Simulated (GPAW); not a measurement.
A run of GPAW 26.7.0 is set up as follows.

The input run.py:

```python
from ase.dft.bandgap import bandgap
from ase.io import read, write
from gpaw import GPAW

atoms = read('POSCAR')

calc = GPAW(mode='lcao',
            h=0.2,
            basis='dzp',
            xc='PBE',
            kpts={'size': (7, 7, 5), 'gamma': True},
            occupations={'name': 'fermi-dirac', 'width': 0.05},
            convergence={'density': 1e-05, 'energy': 1e-05},
            maxiter=150,
            txt='gpaw.txt')
atoms.calc = calc
energy = atoms.get_potential_energy()
forces = atoms.get_forces()
calc.write('gs.gpw')
write('result.traj', atoms)
print(f'Energy: {energy:.6f} eV')
print('Forces (eV/A):')
print(forces.round(4))
print('Fermi level:', round(calc.get_fermi_level(), 4), 'eV')
print(f'Gap: {bandgap(calc)[0]:.4f} eV, direct: {bandgap(calc, direct=True)[0]:.4f} eV')

path = atoms.cell.bandpath('GMKGALHA,LM,KH', npoints=60, eps=1e-4)
bs_calc = calc.fixed_density(kpts=path, symmetry='off', txt='bands.txt')
bs = bs_calc.band_structure()
bs.write('bs.json')
print(f'Gap on the path: {bandgap(bs_calc)[0]:.4f} eV')
```

The input POSCAR:

```
MgB2
1.0
    3.0850000000      0.0000000000      0.0000000000
   -1.5425000000      2.6716883707      0.0000000000
    0.0000000000      0.0000000000      3.5230000000
Mg B
1 2
Direct
    0.0000000000      0.0000000000      0.0000000000
    0.6666666667      0.3333333333      0.5000000000
    0.3333333333      0.6666666667      0.5000000000
```

Potentials or basis: GPAW PAW data sets (gpaw-data 1.2.1), lcao:dzp.

The run is started by

```console
$ OMP_NUM_THREADS=1 python run.py
```

**Question.** What does it give for the band gap along the path?

**Answer.** None (metal or under the smearing width).

Levels at the corners of the path, in eV from the Fermi level:
```tsv
point	band 5	band 6	band 7	band 8	band 9	band 10	band 11
Γ	-12.36	-2.87	0.51	0.51	2.08	6.39	6.40
M	-8.45	-7.74	-2.11	0.51	3.15	4.65	5.43
K	-7.18	-7.18	-5.76	2.32	2.32	6.51	6.51
Γ	-12.36	-2.87	0.51	0.51	2.08	6.39	6.40
A	-11.07	-7.37	0.83	0.83	7.20	7.20	8.28
L	-7.45	-6.85	-3.50	-1.77	-1.17	5.85	8.94
H	-6.26	-6.26	-5.12	-1.91	-1.91	3.62	11.84
A	-11.07	-7.37	0.83	0.83	7.20	7.20	8.28
L	-7.45	-6.85	-3.50	-1.77	-1.17	5.85	8.94
M	-8.45	-7.74	-2.11	0.51	3.15	4.65	5.43
K	-7.18	-7.18	-5.76	2.32	2.32	6.51	6.51
H	-6.26	-6.26	-5.12	-1.91	-1.91	3.62	11.84
```

Caveat: the real-space grid adds noise to forces; the basis of atomic orbitals isn't converged, which shifts pressures, moduli and gaps.
